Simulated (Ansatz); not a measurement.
The system is NiO2.

```
Ni O
1.0
     1.40213    0.80952    6.97429
    -1.40213    0.80952    6.97429
     0.00000   -1.61904    6.97429
Ni O
1 2
Direct
  0.00000 0.00000 0.00000
  0.37879 0.37879 0.37879
  0.62121 0.62121 0.62121
```

The cell comes from a database or a generator and needn't be the stable form of this composition.

* Program: Ansatz 0.2.0
* Task: relaxation of cell and atoms
* Functional: PBEsol
* Dispersion: D3(BJ)
* Potentials or basis: Ansatz PAW
* Cutoff: 420 eV (not typed: the program's choice for these potentials)
* k mesh: 11 × 11 × 11
* Occupations: fermi-dirac, width 0.05 eV
* Spin: collinear spin, ferromagnetic start
* Starting moments: [1.0, 0.0, 0.0] μB

At the start: volume 15.83 Å³/atom.

Task: Where does the relaxation end?

Result: It ends after 20 steps and the volume is 10.48 Å³/atom (-33.8 %); space group R-3m (No. 166, to 0.05 Å); moment 0.00 μB per cell.

Step by step:
```tsv
step	energy change (eV)	largest force (eV/Å)	volume (Å³)
1	0.0000	0.5002	47.50
2	-0.0206	0.2928	46.47
3	-0.0378	0.0473	44.57
4	-0.0401	0.0434	44.22
5	-0.0538	0.0729	42.04
6	-0.0691	0.1388	39.82
7	-0.0787	0.0375	38.76
8	-0.0988	0.1777	36.40
9	-0.1217	0.1623	34.12
10	-0.1385	0.0863	31.89
11	-0.1369	0.0014	32.36
12	-0.1232	0.0008	32.36
13	-0.1297	0.0074	31.53
14	-0.1293	0.0024	31.61
15	-0.1290	0.0007	31.67
16	-0.1255	0.0004	31.67
17	-0.1268	0.0006	31.48
18	-0.1258	0.0006	31.48
19	-0.1260	0.0001	31.44
20	-0.1257	0.0001	31.44
```

Final structure:
```
Ni O
1.0
     1.38798    0.80135    4.71170
    -1.38798    0.80135    4.71170
     0.00000   -1.60270    4.71170
Ni O
1 2
Cartesian
  0.0000 0.0000 0.0000
  0.0000 0.0000 5.6465
  0.0000 0.0000 8.4887
```

Caveat: the volume moved by over 15 % at a fixed basis, so the end points are rough; the plane-wave basis is chosen anew once the cell has moved, so the energies of steps on either side of that aren't comparable; the pressure holds a Pulay correction of +1.0 GPa for the finite cutoff; the PAW data sets come from PBE, with cores solved anew for the run's functional, which leaves a small shift of forces and pressure; the starting moments weren't kept.
